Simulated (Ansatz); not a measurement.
Input for Ansatz (plane-wave DFT, PAW):

```yaml
crystal:
  lattice:
    - [3.1982318812, 0.0, 0.0]
    - [-1.5991159406, 2.7697500563, 0.0]
    - [0.0, 0.0, 12.291617394]
  atoms:
    - { symbol: W, position: [0.6666666667, 0.3333333333, 0.2499139777] }
    - { symbol: W, position: [0.3333333333, 0.6666666667, 0.7500860223] }
    - { symbol: Se, position: [0.3333333333, 0.6666666667, 0.3852905577] }
    - { symbol: Se, position: [0.6666666667, 0.3333333333, 0.8854529574] }
    - { symbol: Se, position: [0.3333333333, 0.6666666667, 0.1145470426] }
    - { symbol: Se, position: [0.6666666667, 0.3333333333, 0.6147094423] }
basis:
  ecutwfc: 420
kpoints:
  mp_grid: { grid: [12, 12, 4] }
hamiltonian:
  xc: pbesol
  dispersion: d3bj
scf:
  occupations: { method: gaussian, width: 0.02 }
output:
  forces: true
  stress: true
  eigenvalues: true
relax:
  adjacent_minimum: "off"
  f_tol: 0.01
  max_steps: 30
  cell: { stress_tol: 0.1, fix: [volume] }
```

Run as
```bash
ansatz run input.yaml --threads 1 --pin off --max-ram 2560MiB --backend cpu --events-out ev --progress --plain --runs-dir out
```

The calculation used Ansatz, DFT PBEsol+D3(BJ), scalar-relativistic, plane waves, PAW.

From the run's log, abridged:

```
Pseudopotentials: kind: paw
Pseudopotential: W, paw, valence charge 14, recommended cutoff 420 eV (normal)
Pseudopotential: Se, paw, valence charge 16, recommended cutoff 420 eV (normal)
Functional definition: PBEsol
Crystal: 6 atoms, lattice volume = 108.883 Å³
Basis set: ecut = 420 eV, 2129 PW (Γ), exchange–correlation on 48×48×180 points (8 copies of the dense FFT grid, shifted against one another)
Bands: 56, of which v1, the nominal top of the filled ones, is band 46 counted from 1 (45 counted from 0)
Symmetry: 12 space group operations
Space group: P-3m1 (ITA 164), of the structure as read, at distance tolerance 4.8e-5 Å
k-points: 69 of 576
Initial density: superposition of atomic densities (neutral atoms: chi_scale 0, normalization atom), corrected by the library's trained network
Initial wavefunctions: pseudopotential atomic-orbital guess
Functional: x = pbesol(κ = 0.804, μ = 0.12345679), c = pbesol(β = 0.046)
SCF iter   1: F=—  HF=-42216.225258 eV  |F-HF|=—  |Δ(HF+E_count)|=         —  Δρ=5.05e-3  dr2=1.30e-2  ethr=1.77e-3  ⟨swp⟩=6.2  Hψ=13854  notcnv=0  defer=2
SCF iter   2: F=—  HF=-42216.228515 eV  |F-HF|=—  |Δ(HF+E_count)|=   3.26e-3  Δρ=2.90e-3  dr2=4.18e-3  ethr=1.41e-5  ⟨swp⟩=3.0  Hψ=8083  notcnv=0  defer=177
SCF iter   3: F=—  HF=-42216.230621 eV  |F-HF|=—  |Δ(HF+E_count)|=   2.11e-3  Δρ=6.52e-4  dr2=3.82e-4  ethr=4.55e-6  ⟨swp⟩=2.0  Hψ=5157  notcnv=0  defer=177
SCF iter   4: F=—  HF=-42216.230657 eV  |F-HF|=—  |Δ(HF+E_count)|=   3.56e-5  Δρ=1.71e-4  dr2=7.54e-5  ethr=4.15e-7  ⟨swp⟩=2.0  Hψ=6614  notcnv=0  defer=177
SCF iter   5: F=—  HF=-42216.230654 eV  |F-HF|=—  |Δ(HF+E_count)|=   3.16e-6  Δρ=1.03e-4  dr2=8.80e-6  ethr=8.20e-8  ⟨swp⟩=2.0  Hψ=4383  notcnv=0  defer=177
SCF iter   6: F=—  HF=-42216.230658 eV  |F-HF|=—  |Δ(HF+E_count)|=   4.57e-6  Δρ=1.65e-5  dr2=3.13e-7  ethr=9.56e-9  ⟨swp⟩=2.0  Hψ=4919  notcnv=0  defer=177
SCF iter   7: F=-42216.230659 eV  HF=-42216.230659 eV  |F-HF|=4.33e-9  |Δ(HF+E_count)|=   1.91e-7  Δρ=3.95e-6  dr2=2.72e-8  ethr=1.09e-10  ⟨swp⟩=8.7  Hψ=13851  notcnv=0
SCF 1 converged in 7 iterations: F = -42216.230659 eV  dr2 = 2.72e-8
relax step   1: F+E_penalty+E_count = -42216.23065853 eV  Δ(F+E_penalty+E_count) = +0.000e0 eV  max|allowed force component| = 5.333e-1 eV/Å  Δτ_max = 0.0000 Å  P = +5.238 GPa  Ω = 108.883 Å³  fix = [volume]  reactions: volume +5.238 GPa (7 SCF iters, dr2 threshold 1.00e-7 eV, accepted)
Basis set: ecut = 420 eV, 2153 PW (Γ), exchange–correlation on 48×48×180 points (8 copies of the dense FFT grid, shifted against one another)
Initial density: handed on by an earlier stage of this run
Initial wavefunctions: those handed on with the density
SCF iter   1: F=—  HF=-42216.221174 eV  |F-HF|=—  |Δ(HF+E_count)|=         —  Δρ=5.87e-3  dr2=4.74e-2  ethr=5.17e-5  ⟨swp⟩=2.6  Hψ=18189  notcnv=0
SCF iter   2: F=—  HF=-42216.214166 eV  |F-HF|=—  |Δ(HF+E_count)|=   7.01e-3  Δρ=3.23e-3  dr2=1.57e-2  ethr=5.15e-5  ⟨swp⟩=2.0  Hψ=4554  notcnv=0
SCF iter   3: F=—  HF=-42216.211330 eV  |F-HF|=—  |Δ(HF+E_count)|=   2.84e-3  Δρ=4.09e-4  dr2=1.40e-4  ethr=1.70e-5  ⟨swp⟩=2.4  Hψ=5451  notcnv=0
SCF iter   4: F=—  HF=-42216.211287 eV  |F-HF|=—  |Δ(HF+E_count)|=   4.31e-5  Δρ=1.78e-4  dr2=3.20e-5  ethr=1.52e-7  ⟨swp⟩=2.0  Hψ=6887  notcnv=0
SCF iter   5: F=—  HF=-42216.211277 eV  |F-HF|=—  |Δ(HF+E_count)|=   9.47e-6  Δρ=5.72e-5  dr2=4.72e-6  ethr=3.47e-8  ⟨swp⟩=2.5  Hψ=6568  notcnv=0
SCF iter   6: F=-42216.211278 eV  HF=-42216.211278 eV  |F-HF|=6.43e-8  |Δ(HF+E_count)|=   7.30e-7  Δρ=1.08e-5  dr2=1.75e-7  ethr=6.52e-10  ⟨swp⟩=3.0  Hψ=17192  notcnv=0
SCF 2 converged in 6 iterations: F = -42216.211278 eV  dr2 = 1.75e-7
relax step   2: F+E_penalty+E_count = -42216.21127821 eV  Δ(F+E_penalty+E_count) = +1.938e-2 eV  max|allowed force component| = 6.208e-1 eV/Å  Δτ_max = 0.0831 Å  P = -0.800 GPa  Ω = 108.883 Å³  energy of the carried Pulay correction = +8.197e-18 eV  fix = [volume]  (6 SCF iters, dr2 threshold 6.00e-7 eV, rejected (line search))
SCF iter   1: F=—  HF=-42216.262980 eV  |F-HF|=—  |Δ(HF+E_count)|=         —  Δρ=4.12e-3  dr2=2.53e-2  ethr=2.74e-5  ⟨swp⟩=2.4  Hψ=16559  notcnv=0
SCF iter   2: F=—  HF=-42216.259149 eV  |F-HF|=—  |Δ(HF+E_count)|=   3.83e-3  Δρ=1.94e-3  dr2=2.76e-3  ethr=2.74e-5  ⟨swp⟩=2.0  Hψ=4823  notcnv=0
SCF iter   3: F=—  HF=-42216.258651 eV  |F-HF|=—  |Δ(HF+E_count)|=   4.98e-4  Δρ=9.92e-4  dr2=7.88e-4  ethr=3.00e-6  ⟨swp⟩=2.3  Hψ=5896  notcnv=0
SCF iter   4: F=—  HF=-42216.258567 eV  |F-HF|=—  |Δ(HF+E_count)|=   8.41e-5  Δρ=1.77e-4  dr2=5.19e-5  ethr=8.56e-7  ⟨swp⟩=2.0  Hψ=6955  notcnv=0
SCF iter   5: F=—  HF=-42216.258558 eV  |F-HF|=—  |Δ(HF+E_count)|=   8.53e-6  Δρ=7.60e-5  dr2=1.20e-5  ethr=5.64e-8  ⟨swp⟩=2.0  Hψ=6616  notcnv=0
SCF iter   6: F=—  HF=-42216.258557 eV  |F-HF|=—  |Δ(HF+E_count)|=   1.67e-6  Δρ=2.89e-5  dr2=2.72e-6  ethr=1.30e-8  ⟨swp⟩=2.5  Hψ=5684  notcnv=0
SCF iter   7: F=—  HF=-42216.258558 eV  |F-HF|=—  |Δ(HF+E_count)|=   1.32e-6  Δρ=1.36e-5  dr2=4.11e-7  ethr=2.96e-9  ⟨swp⟩=2.0  Hψ=6863  notcnv=0
SCF iter   8: F=—  HF=-42216.258558 eV  |F-HF|=—  |Δ(HF+E_count)|=   1.04e-7  Δρ=3.86e-6  dr2=3.15e-8  ethr=4.46e-10  ⟨swp⟩=2.0  Hψ=4793  notcnv=0
SCF iter   9: F=—  HF=-42216.258558 eV  |F-HF|=—  |Δ(HF+E_count)|=   1.37e-8  Δρ=7.29e-7  dr2=1.02e-9  ethr=3.42e-11  ⟨swp⟩=2.0  Hψ=4819  notcnv=0
SCF iter  10: F=-42216.258558 eV  HF=-42216.258558 eV  |F-HF|=1.38e-10  |Δ(HF+E_count)|=  5.82e-10  Δρ=1.95e-7  dr2=5.10e-11  ethr=1.00e-12  ⟨swp⟩=4.9  Hψ=13939  notcnv=0
SCF 3 converged in 10 iterations: F = -42216.258558 eV  dr2 = 5.10e-11
relax step   3: F+E_penalty+E_count = -42216.25855826 eV  Δ(F+E_penalty+E_count) = -2.790e-2 eV  max|allowed force component| = 7.721e-2 eV/Å  Δτ_max = 0.0404 Å  P = +2.260 GPa  Ω = 108.883 Å³  energy of the carried Pulay correction = +1.639e-17 eV  fix = [volume]  reactions: volume +2.260 GPa (10 SCF iters, accepted)
SCF iter   1: F=—  HF=-42216.261216 eV  |F-HF|=—  |Δ(HF+E_count)|=         —  Δρ=1.19e-3  dr2=2.03e-3  ethr=2.27e-6  ⟨swp⟩=2.8  Hψ=17063  notcnv=0
SCF iter   2: F=—  HF=-42216.260965 eV  |F-HF|=—  |Δ(HF+E_count)|=   2.52e-4  Δρ=5.96e-4  dr2=2.63e-4  ethr=2.21e-6  ⟨swp⟩=1.6  Hψ=3953  notcnv=0
SCF iter   3: F=—  HF=-42216.260916 eV  |F-HF|=—  |Δ(HF+E_count)|=   4.81e-5  Δρ=3.01e-4  dr2=6.99e-5  ethr=2.86e-7  ⟨swp⟩=2.5  Hψ=5953  notcnv=0
SCF iter   4: F=—  HF=-42216.260906 eV  |F-HF|=—  |Δ(HF+E_count)|=   9.99e-6  Δρ=4.36e-5  dr2=2.56e-6  ethr=7.60e-8  ⟨swp⟩=2.6  Hψ=6115  notcnv=0
SCF iter   5: F=-42216.260906 eV  HF=-42216.260906 eV  |F-HF|=2.51e-7  |Δ(HF+E_count)|=   3.92e-7  Δρ=1.57e-5  dr2=3.71e-7  ethr=6.52e-10  ⟨swp⟩=5.3  Hψ=15872  notcnv=0
SCF 4 converged in 5 iterations: F = -42216.260906 eV  dr2 = 3.71e-7
relax step   4: F+E_penalty+E_count = -42216.26090577 eV  Δ(F+E_penalty+E_count) = -2.348e-3 eV  max|allowed force component| = 1.242e-3 eV/Å  Δτ_max = 0.0117 Å  P = +2.330 GPa  Ω = 108.883 Å³  energy of the carried Pulay correction = +8.197e-18 eV  fix = [volume]  reactions: volume +2.330 GPa (5 SCF iters, dr2 threshold 6.00e-7 eV, accepted)
Initial wavefunctions: pseudopotential atomic-orbital guess (no wavefunctions were taken with the density)
SCF iter   1: F=—  HF=-42216.260787 eV  |F-HF|=—  |Δ(HF+E_count)|=         —  Δρ=2.25e-4  dr2=1.54e-6  ethr=8.10e-8  ⟨swp⟩=3.7  Hψ=23710  notcnv=0
SCF iter   2: F=—  HF=-42216.260876 eV  |F-HF|=—  |Δ(HF+E_count)|=   8.90e-5  Δρ=1.14e-4  dr2=4.92e-7  ethr=1.67e-9  ⟨swp⟩=2.9  Hψ=7164  notcnv=0
SCF iter   3: F=—  HF=-42216.260906 eV  |F-HF|=—  |Δ(HF+E_count)|=   2.92e-5  Δρ=1.90e-5  dr2=1.50e-7  ethr=5.35e-10  ⟨swp⟩=1.6  Hψ=3983  notcnv=0
SCF iter   4: F=—  HF=-42216.260906 eV  |F-HF|=—  |Δ(HF+E_count)|=   7.46e-7  Δρ=2.86e-6  dr2=1.30e-8  ethr=1.63e-10  ⟨swp⟩=2.0  Hψ=4069  notcnv=0
SCF iter   5: F=—  HF=-42216.260906 eV  |F-HF|=—  |Δ(HF+E_count)|=   2.74e-9  Δρ=1.89e-6  dr2=2.05e-9  ethr=1.41e-11  ⟨swp⟩=2.0  Hψ=4723  notcnv=0
SCF iter   6: F=-42216.260906 eV  HF=-42216.260906 eV  |F-HF|=1.02e-10  |Δ(HF+E_count)|=   6.44e-9  Δρ=1.91e-7  dr2=1.18e-10  ethr=1.00e-12  ⟨swp⟩=3.0  Hψ=15263  notcnv=0
SCF 5 converged in 6 iterations: F = -42216.260906 eV  dr2 = 1.18e-10
SCF converged after 6 iterations
Free energy (F): -42216.260906 eV
Harris-Foulkes:  -42216.260906 eV  (|F-HF|=1.02e-10)
Internal energy: -42216.260906 eV  (E = F + TS)
E sigma→0 (E₀):  -42216.260906 eV
Fermi energy:    15.340139 eV
--- Per-component energies (eV) ---
  E_band       = -1513.001925
  E_kinetic    = 1387.854724
  E_local      = -10163.132417  (includes V_loc(G=0)·N_el)
  E_nonlocal   = -2361.858501
  E_hartree    = 4943.456468
  E_xc         = -949.984503
  E_vxc        = -877.863267  (∫ρ·V_xc dr)
  E_paw        = -24344.627664  (= ΣΔE_a)
  E_vpaw       = 615.087440  (= ΣTr[D̂ρ^β])
  E_aug_tail   = -0.002541  (compensation charges beyond the density's cutoff)
  E_ewald      = -10729.491143
  E_disp       = -2.952716  (pairwise vdW)
  E_core_change = 4.477386  (= ΣΔE_core)
  E_smearing   =  0.000000  (= −TS)
--- Forces (eV/Å), atoms counted from 1 ---
  atom   1  W      0.00000000     0.00000000     0.00095832
  atom   2  W      0.00000000     0.00000000    -0.00095832
  atom   3  Se     0.00000000     0.00000000     0.00112385
  atom   4  Se     0.00000000     0.00000000    -0.00127752
  atom   5  Se     0.00000000     0.00000000     0.00127752
  atom   6  Se     0.00000000     0.00000000    -0.00112385
--- Stress (GPa, compression-positive) ---
        2.296815       0.000000       0.000000
        0.000000       2.296815       0.000000
        0.000000       0.000000       2.397316
  P = ⅓ Tr σ = 2.3303 GPa (23.303 kbar)
--- Band table (eV; the first three rows and the last of 69) ---
  k-point 0: bands = ["-59.2258", "-59.2258", "-33.0381", "-33.0381", "-33.0377", "-33.0377", "-33.0373", "-33.0373", "-33.0370", "-33.0370", "-33.0155", "-33.0155", "-33.0143", "-33.0143", "-33.0140", "-33.0140", "-33.0128", "-33.0128", "-33.0061", "-33.0055", "-33.0040", "-33.0034", "-23.5766", "-23.5765", "-23.3634", "-23.3634", "-23.3634", "-23.3634", "-0.9403", "-0.3716", "0.1694", "1.0882", "7.0343", "8.8702", "10.5788", "12.2559", "12.2559", "12.2938", "12.2938", "13.4230", "13.4253", "13.4253", "13.5533", "13.5533", "14.3844", "15.0420", "17.6583", "17.6583", "17.6841", "17.6841", "17.7975", "17.7975", "18.1236", "18.1236", "19.9017", "20.4869"]
  k-point 1: bands = ["-59.2258", "-59.2258", "-33.0380", "-33.0380", "-33.0378", "-33.0378", "-33.0372", "-33.0372", "-33.0370", "-33.0370", "-33.0154", "-33.0154", "-33.0147", "-33.0147", "-33.0136", "-33.0136", "-33.0129", "-33.0129", "-33.0060", "-33.0056", "-33.0039", "-33.0034", "-23.5766", "-23.5765", "-23.3634", "-23.3634", "-23.3634", "-23.3634", "-0.8894", "-0.5253", "0.3693", "0.9802", "7.2256", "8.4315", "11.1010", "12.2611", "12.2611", "12.2878", "12.2878", "12.9386", "13.4440", "13.4440", "13.5345", "13.5345", "14.6223", "15.0062", "17.6530", "17.6530", "17.6758", "17.6758", "17.8534", "17.8534", "18.0793", "18.0793", "20.0068", "20.4184"]
  k-point 2: bands = ["-59.2258", "-59.2258", "-33.0380", "-33.0380", "-33.0379", "-33.0379", "-33.0372", "-33.0372", "-33.0371", "-33.0371", "-33.0152", "-33.0152", "-33.0150", "-33.0150", "-33.0133", "-33.0133", "-33.0131", "-33.0131", "-33.0059", "-33.0058", "-33.0037", "-33.0036", "-23.5766", "-23.5766", "-23.3634", "-23.3634", "-23.3634", "-23.3634", "-0.7430", "-0.7414", "0.7035", "0.7051", "7.7415", "7.7440", "12.0362", "12.0380", "12.2740", "12.2740", "12.2741", "12.2741", "13.4890", "13.4890", "13.4894", "13.4894", "14.8776", "14.8804", "17.6589", "17.6589", "17.6598", "17.6598", "17.9702", "17.9702", "17.9707", "17.9707", "20.2309", "20.2310"]
  k-point 68: bands = ["-59.2088", "-59.2088", "-33.0358", "-33.0358", "-33.0342", "-33.0340", "-33.0338", "-33.0338", "-33.0336", "-33.0335", "-33.0177", "-33.0175", "-33.0162", "-33.0162", "-33.0149", "-33.0149", "-33.0149", "-33.0147", "-33.0027", "-33.0027", "-33.0002", "-33.0002", "-23.5949", "-23.5949", "-23.5615", "-23.5615", "-23.5023", "-23.5023", "1.9983", "1.9983", "2.0048", "2.0048", "8.7350", "8.7361", "8.8696", "8.8696", "9.9152", "9.9162", "10.0379", "10.0379", "11.5767", "11.5767", "11.9521", "11.9521", "14.4471", "14.4479", "16.4928", "16.4928", "17.1235", "17.1256", "18.2404", "18.2404", "19.3927", "19.3927", "21.5736", "21.5750"]
--- Relaxed structure (4 steps of the walk, 3 accepted, 1 SCFs on fresh bases) ---
  F+E_penalty+E_count = -42216.26090636 eV   max|allowed force component| = 1.278e-3 eV/Å   (the final SCF, on the basis selected at the relaxed cell)
  cell:  # Å, volume = 108.8829 Å³
    - [3.20904197, 0.0, 0.0]
    - [-1.60452098, 2.77911187, 0.0]
    - [0.0, 0.0, 12.20894488]
  atoms:
    - { symbol: W, position: [0.66666666, 0.33333333, 0.24995141] }
    - { symbol: W, position: [0.33333333, 0.66666666, 0.75004858] }
    - { symbol: Se, position: [0.33333333, 0.66666666, 0.38785839] }
    - { symbol: Se, position: [0.66666666, 0.33333333, 0.88795507] }
    - { symbol: Se, position: [0.33333333, 0.66666666, 0.11204492] }
    - { symbol: Se, position: [0.66666666, 0.33333333, 0.61214160] }
```

The relaxation met its thresholds.

Time: 56 s on 1 thread of Intel(R) Xeon(R) 6975P-C (Granite Rapids), on a shared host, peak memory 0.65 GiB.

Spin–orbit coupling is left out, which can shift energies with elements as heavy as these.